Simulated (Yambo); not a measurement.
# InP (F-43m) in Yambo: a series of runs

Runs on InP. Level: PBE. Tasks: optical spectrum.

Program: Yambo 5.3.0. These are calculated values, not measurements. Logs are shortened: lines on timing, memory, paths and dates and some standing lists are left out, and cuts for length are marked.

**Experimental background.**

From a printed reference work, data compilation, for a bulk crystal of InP at 1.6 K: band gap 1.4236 eV (direct).

The runs below are set against these values where they give the same quantity.

## 1. Starting point

The structure is cubic, space group F-43m (No. 216). Conventional cell: a = 5.861 Å, b = 5.861 Å, c = 5.861 Å, α = 90.00°, β = 90.00°, γ = 90.00°. In (site symmetry -43m) is surrounded by 4 P at 2.54 Å. P (site symmetry -43m) has 4 In at 2.54 Å as nearest neighbours.

## 2. Optical spectrum, PBE

Input file optics2.in:

```
optics
chi
tddft
Chimod= "ALDA"
% BndsRnXd
 1 | 34 |
%
NGsBlkXd= 3 Ry
% LongDrXd
 0 | 1 | 0 |
%
% QpntsRXd
 1 | 1 |
%
% EnRngeXd
 0 | 20 | eV
%
% DmRngeXd
 0.3 | 0.3 | eV
%
ETStpsXd= 300
FxcGRLc= 3 Ry
VXCRLvcs= 3 Ry
```

Input file scf.in:

```
&CONTROL
  calculation = 'scf'
  prefix = 'pwscf'
  outdir = './tmp'
  pseudo_dir = './pseudo'
/
&SYSTEM
  ibrav = 0
  nat = 2
  ntyp = 2
  ecutwfc = 70
  nbnd = 15
  occupations = 'smearing'
  smearing = 'fd'
  degauss = 0.00367493
  force_symmorphic = .true.
/
&ELECTRONS
  conv_thr = 4d-10
  electron_maxstep = 120
  mixing_beta = 0.5
/
ATOMIC_SPECIES
In   114.8180 In.upf
P     30.9738 P.upf
CELL_PARAMETERS angstrom
   0.0000000000    2.9305000000    2.9305000000
   2.9305000000    0.0000000000    2.9305000000
   2.9305000000    2.9305000000    0.0000000000
ATOMIC_POSITIONS crystal
In     0.0000000000    0.0000000000    0.0000000000
P      0.7500000000    0.7500000000    0.7500000000
K_POINTS automatic
18 18 18 0 0 0
```

Input file nscf.in:

```
&CONTROL
  calculation = 'nscf'
  prefix = 'pwscf'
  outdir = './tmp'
  pseudo_dir = './pseudo'
/
&SYSTEM
  ibrav = 0
  nat = 2
  ntyp = 2
  ecutwfc = 70
  nbnd = 34
  occupations = 'fixed'
  force_symmorphic = .true.
/
&ELECTRONS
  conv_thr = 1d-08
  diago_full_acc = .true.
  diago_thr_init = 1d-06
/
ATOMIC_SPECIES
In   114.8180 In.upf
P     30.9738 P.upf
CELL_PARAMETERS angstrom
   0.0000000000    2.9305000000    2.9305000000
   2.9305000000    0.0000000000    2.9305000000
   2.9305000000    2.9305000000    0.0000000000
ATOMIC_POSITIONS crystal
In     0.0000000000    0.0000000000    0.0000000000
P      0.7500000000    0.7500000000    0.7500000000
K_POINTS automatic
18 18 18 0 0 0
```

Potentials or basis: PseudoDojo 0.4.1 SR PBE standard.

Started as:

```
$ OMP_NUM_THREADS=1 pw.x -in scf.in > scf.out
$ OMP_NUM_THREADS=1 pw.x -in nscf.in > nscf.out
$ cd tmp/pwscf.save; p2y; mv SAVE ../..; cd ../..
$ OMP_NUM_THREADS=1 yambo
$ OMP_NUM_THREADS=1 yambo -F optics2.in -J optics2 -C optics2_out
```

Yambo's report:

```text
[... sections 02.01 to 02.04 as in the set-up run ...]

[... 5 lines left out ...]
  [X] Bosonic    Temperature                        :  0.000000  0.000000 [eV K]
  [X] Finite Temperature mode                       : no
  [X] El. density                                   :  0.35762E+24 [cm-3]
  [X] Fermi Level                                   :  7.140166 [eV]

  [X] === Gaps and Widths ===
  [X] Conduction Band Min                           :  0.711931 [eV]
  [X] Valence Band Max                              :  0.000000 [eV]
  [X] Filled Bands                                  :   9
  [X] Empty Bands                                   :   10   34
  [X] Direct Gap                                    :  0.711931 [eV]
  [X] Direct Gap localized at k                     :  1
  [X] Indirect Gap                                  :  0.711931 [eV]
  [X] Indirect Gap between kpts                     :  1  1
  [X] Last valence band width                       :  2.892696 [eV]
  [X] 1st conduction band width                     :  3.413877 [eV]

 [03] Transferred momenta grid and indexing
 ==========================================

 IBZ Q-points                                      :  195
 BZ  Q-points                                      :   5832

 K/Q-points units:
 rlu = crystal or reduced units; cc = cartesian coordinates; iku = interal k-units

 Q [  1]        [rlu]:  0.000000  0.000000  0.000000
 Q [  2]        [rlu]: -0.12990E-17 -0.12990E-17  0.55556E-01
 Q [  3]        [rlu]: -0.95173E-18 -0.95173E-18  0.11111
 Q [  4]        [rlu]: -0.14276E-17 -0.14276E-17  0.16667
 Q [  5]        [rlu]: -0.51960E-17 -0.51960E-17  0.22222
 Q [  6]        [rlu]:  0.54778E-16  0.27023E-16  0.27778
[... 42 lines left out ...]
 Q [ 49]        [rlu]:  0.83704E-16  0.16667      0.50000
 Q [ 50]        [rlu]:  0.29574E-18  0.16667     -0.44444

 Remaining 145 points informations can be written running with -fatlog

 [04] Dipoles
 ============

  [04.01] Setup: observables and procedures
  =========================================

  [WF-Oscillators/G space/Transverse up loader] Normalization (few states)  min/max  :  0.000000  1.000000

  [WR./optics2//ndb.dipoles]------------------------------------------------------
   Brillouin Zone Q/K grids (IBZ/BZ)                :    195   5832    195   5832
   RL vectors                                       :   4279 [WF]
   Fragmentation                                    : yes
   Electronic Temperature                           :  0.000000 [K]
   Bosonic    Temperature                           :  0.000000 [K]
   DIP band range                                   :    1   34
   DIP band range limits                            :   9  10
   DIP e/h energy range                             : -1.000000 -1.000000 [eV]
   RL vectors in the sum                            :   4279
   [r,Vnl] included                                 : yes
   Bands ordered                                    : yes
   Direct v evaluation                              : no
   Approach used                                    : G-space v
   Dipoles computed                                 : R V P [G-space]
   Wavefunctions                                    : Perdew, Burke & Ernzerhof(X)+Perdew, Burke & Ernzerhof(C)

  [WARNING] [r,Vnl^pseudo] included in position and velocity dipoles.

  [WARNING] In case H contains other non local terms, these are neglected

 [05] Optics
 ===========

 [xc] Functional : Perdew, Burke & Ernzerhof(X)+Perdew, Burke & Ernzerhof(C)
 [xc] LIBXC used to calculate xc functional
  PP Number of Atomic Species                      :  2
  NLCC RL compoments                               :  26813
 [X-CG] R(p) Tot o/o(of R):    31394  1312200      100
```

It took 9.1 min on 1 thread of Arm Neoverse V1, shared host; peak memory 1.8 GiB.

What came out:

```
Band gap on the k mesh, mean-field level                              : 0.71 eV, direct
Absorption peak                                                       : 4.35 eV
Electronic dielectric constant along the field                        : 10.89
Electronic dielectric constant along the field, independent particles : 11.33
```

Dielectric function (along the field direction of the input):
| energy (eV) | real part | imaginary part |
| --- | --- | --- |
| 0.27 | 10.97 | 1.05 |
| 0.94 | 11.41 | 1.85 |
| 1.61 | 12.08 | 3.21 |
| 2.27 | 12.95 | 6.60 |
| 2.94 | 9.13 | 9.71 |
| 3.61 | 8.58 | 10.10 |
| 4.35 | 2.84 | 15.51 |
| 5.02 | -1.78 | 9.67 |
| 5.69 | -2.13 | 7.75 |
| 6.35 | -3.05 | 5.85 |
| 7.02 | -2.71 | 3.97 |
| 7.69 | -2.17 | 2.97 |
| 8.43 | -1.72 | 2.32 |
| 9.10 | -1.50 | 1.76 |
| 9.77 | -1.16 | 1.50 |
| 10.43 | -0.99 | 1.18 |
| 11.10 | -0.75 | 0.88 |
| 11.77 | -0.51 | 0.69 |
| 12.51 | -0.25 | 0.59 |
| 13.18 | -0.11 | 0.54 |
| 13.85 | -0.01 | 0.45 |
| 14.52 | 0.15 | 0.39 |
| 15.18 | 0.27 | 0.34 |
| 15.85 | 0.41 | 0.36 |
| 16.59 | 0.47 | 0.43 |
| 17.26 | 0.47 | 0.41 |
| 17.93 | 0.50 | 0.37 |
| 18.60 | 0.56 | 0.38 |
| 19.26 | 0.58 | 0.39 |
| 20.00 | 0.55 | 0.40 |

Caveat: the LDA kernel is used on GGA states, which is inconsistent by a few percent; these spectra lack excitons; spin-orbit coupling is left out, which moves the levels of the heavy elements.

## 3. Optical spectrum, PBE

Input file optics3.in:

```
optics
chi
Chimod= "IP"
% BndsRnXd
 1 | 34 |
%
% LongDrXd
 1 | 1 | 1 |
%
% QpntsRXd
 1 | 1 |
%
% EnRngeXd
 0 | 30 | eV
%
% DmRngeXd
 0.2 | 0.2 | eV
%
ETStpsXd= 150
```

scf.in is that of step 2.

nscf.in is that of step 2.

Potentials or basis: PseudoDojo 0.4.1 SR PBE standard.

Started as:

```
$ OMP_NUM_THREADS=1 pw.x -in scf.in > scf.out
$ OMP_NUM_THREADS=1 pw.x -in nscf.in > nscf.out
$ cd tmp/pwscf.save; p2y; mv SAVE ../..; cd ../..
$ OMP_NUM_THREADS=1 yambo
$ OMP_NUM_THREADS=1 yambo -F optics3.in -J optics3 -C optics3_out
```

Yambo's report:

```text
[... sections 02.01 to 02.04 as in the set-up run ...]

[... 5 lines left out ...]
  [X] Bosonic    Temperature                        :  0.000000  0.000000 [eV K]
  [X] Finite Temperature mode                       : no
  [X] El. density                                   :  0.35762E+24 [cm-3]
  [X] Fermi Level                                   :  7.140166 [eV]

  [X] === Gaps and Widths ===
  [X] Conduction Band Min                           :  0.711931 [eV]
  [X] Valence Band Max                              :  0.000000 [eV]
  [X] Filled Bands                                  :   9
  [X] Empty Bands                                   :   10   34
  [X] Direct Gap                                    :  0.711931 [eV]
  [X] Direct Gap localized at k                     :  1
  [X] Indirect Gap                                  :  0.711931 [eV]
  [X] Indirect Gap between kpts                     :  1  1
  [X] Last valence band width                       :  2.892696 [eV]
  [X] 1st conduction band width                     :  3.413877 [eV]

 [03] Transferred momenta grid and indexing
 ==========================================

 IBZ Q-points                                      :  195
 BZ  Q-points                                      :   5832

 K/Q-points units:
 rlu = crystal or reduced units; cc = cartesian coordinates; iku = interal k-units

 Q [  1]        [rlu]:  0.000000  0.000000  0.000000
 Q [  2]        [rlu]: -0.12990E-17 -0.12990E-17  0.55556E-01
 Q [  3]        [rlu]: -0.95173E-18 -0.95173E-18  0.11111
 Q [  4]        [rlu]: -0.14276E-17 -0.14276E-17  0.16667
 Q [  5]        [rlu]: -0.51960E-17 -0.51960E-17  0.22222
 Q [  6]        [rlu]:  0.54778E-16  0.27023E-16  0.27778
[... 42 lines left out ...]
 Q [ 49]        [rlu]:  0.83704E-16  0.16667      0.50000
 Q [ 50]        [rlu]:  0.29574E-18  0.16667     -0.44444

 Remaining 145 points informations can be written running with -fatlog

 [04] Dipoles
 ============

  [04.01] Setup: observables and procedures
  =========================================

  [WF-Oscillators/G space/Transverse up loader] Normalization (few states)  min/max  :  0.000000  1.000000

  [WR./optics3//ndb.dipoles]------------------------------------------------------
   Brillouin Zone Q/K grids (IBZ/BZ)                :    195   5832    195   5832
   RL vectors                                       :   4279 [WF]
   Fragmentation                                    : yes
   Electronic Temperature                           :  0.000000 [K]
   Bosonic    Temperature                           :  0.000000 [K]
   DIP band range                                   :    1   34
   DIP band range limits                            :   9  10
   DIP e/h energy range                             : -1.000000 -1.000000 [eV]
   RL vectors in the sum                            :   4279
   [r,Vnl] included                                 : yes
   Bands ordered                                    : yes
   Direct v evaluation                              : no
   Approach used                                    : G-space v
   Dipoles computed                                 : R V P [G-space]
   Wavefunctions                                    : Perdew, Burke & Ernzerhof(X)+Perdew, Burke & Ernzerhof(C)

  [WARNING] [r,Vnl^pseudo] included in position and velocity dipoles.

  [WARNING] In case H contains other non local terms, these are neglected

 [05] Optics
 ===========

 [X-CG] R(p) Tot o/o(of R):    31394  1312200      100
```

o-optics3.eel_q1_ip:

```text
# Electron Energy Loss @ Q(1):  0.577350269     0.577350269     0.577350269    [q->0 direction]
#
# [ X ] Hartree size                              :  1
# [GEN] GF Energies                               : Perdew, Burke & Ernzerhof(X)+Perdew, Burke & Ernzerhof(C)
# [GEN] Green`s Function                          : T-ordered
#
# [GEN] Gauge                                     : Length
# [GEN] [r,Vnl] included                          : yes
#
#    E[1] [eV]          Im(eel)            Re(eel)
#
        0.000000           0.005183          -0.087357
        0.201342           0.005364          -0.086882
        0.402685           0.006108          -0.085422
        0.604027           0.008344          -0.083493
        0.805369           0.010020          -0.083576
        1.006711           0.010959          -0.080382
[... 142 lines left out ...]
        29.79866           0.449266          -1.236063
        30.00000           0.406119          -1.236216
#
```

o-optics3.eps_q1_ip:

```text
# Absorption @ Q(1):  0.577350269     0.577350269     0.577350269    [q->0 direction]
#
# [ X ] Hartree size                              :  1
# [GEN] GF Energies                               : Perdew, Burke & Ernzerhof(X)+Perdew, Burke & Ernzerhof(C)
# [GEN] Green`s Function                          : T-ordered
#
# [GEN] Gauge                                     : Length
# [GEN] [r,Vnl] included                          : yes
#
#    E[1] [eV]          Im(eps)            Re(eps)
#
        0.000000           0.676776           11.40716
        0.201342           0.707842           11.46616
        0.402685           0.832871           11.64708
        0.604027           1.185052           11.85866
        0.805369           1.414136           11.79567
        1.006711           1.665173           12.21361
[... 142 lines left out ...]
        29.79866           0.259738           0.714615
        30.00000           0.239858           0.730123
#
```

It took 7.7 min on 1 thread of Arm Neoverse V1, shared host; peak memory 0.43 GiB.

What came out:

```yaml
Band_gap_on_the_k_mesh_mean-field_level: 0.71 eV, direct
Absorption_peak: 4.23 eV
Electronic_dielectric_constant_along_the_field: 11.41
```

Dielectric function (along the field direction of the input):
```csv
energy (eV),real part,imaginary part
0.40,11.65,0.83
1.41,12.42,2.39
2.42,13.97,7.99
3.42,10.36,9.20
4.43,0.71,19.00
5.44,-2.30,9.93
6.44,-4.40,5.75
7.45,-3.02,3.30
8.46,-2.30,2.26
9.46,-1.57,1.52
10.67,-1.13,0.90
11.68,-0.66,0.62
12.68,-0.36,0.51
13.69,-0.12,0.34
14.70,0.13,0.27
15.70,0.40,0.27
16.71,0.51,0.40
17.72,0.54,0.33
18.72,0.60,0.51
19.93,0.44,0.46
```

Energy-loss function:
```json
{"energy (eV)": "0.0", "loss": "0.005"}
{"energy (eV)": "1.2", "loss": "0.015"}
{"energy (eV)": "2.6", "loss": "0.037"}
{"energy (eV)": "3.8", "loss": "0.043"}
{"energy (eV)": "5.2", "loss": "0.091"}
{"energy (eV)": "6.4", "loss": "0.110"}
{"energy (eV)": "7.9", "loss": "0.181"}
{"energy (eV)": "9.1", "loss": "0.252"}
{"energy (eV)": "10.5", "loss": "0.401"}
{"energy (eV)": "11.7", "loss": "0.755"}
{"energy (eV)": "13.1", "loss": "1.610"}
{"energy (eV)": "14.3", "loss": "3.303"}
{"energy (eV)": "15.7", "loss": "1.155"}
{"energy (eV)": "16.9", "loss": "1.017"}
{"energy (eV)": "18.3", "loss": "0.672"}
{"energy (eV)": "19.5", "loss": "0.957"}
{"energy (eV)": "20.9", "loss": "0.800"}
{"energy (eV)": "22.1", "loss": "0.554"}
{"energy (eV)": "23.6", "loss": "0.529"}
{"energy (eV)": "24.8", "loss": "0.424"}
{"energy (eV)": "26.2", "loss": "0.520"}
{"energy (eV)": "27.4", "loss": "0.516"}
{"energy (eV)": "28.8", "loss": "0.403"}
{"energy (eV)": "30.0", "loss": "0.406"}
```

Caveat: independent-particle spectra lack excitons; spin-orbit coupling is left out, which moves the levels of the heavy elements.

## 4. Comparison with measurements

Step 2. Against the measured gap of InP, 1.4236 eV (direct; 1.6 K; a printed reference work, data compilation), the calculated 0.71 eV is off by -0.71 eV. Spin-orbit coupling on In is left out. The value is that of PBE on a finite k mesh, which can miss the band edges, without temperature or zero-point motion. Semilocal functionals fall short of measured gaps as a rule.

Step 3. A measured gap of InP is 1.4236 eV (direct; 1.6 K; a printed reference work, data compilation); the calculated 0.71 eV misses it by -0.71 eV. Spin-orbit coupling on In is left out. The value is that of PBE on a finite k mesh, which can miss the band edges, without temperature or zero-point motion. Semilocal functionals fall short of measured gaps as a rule.
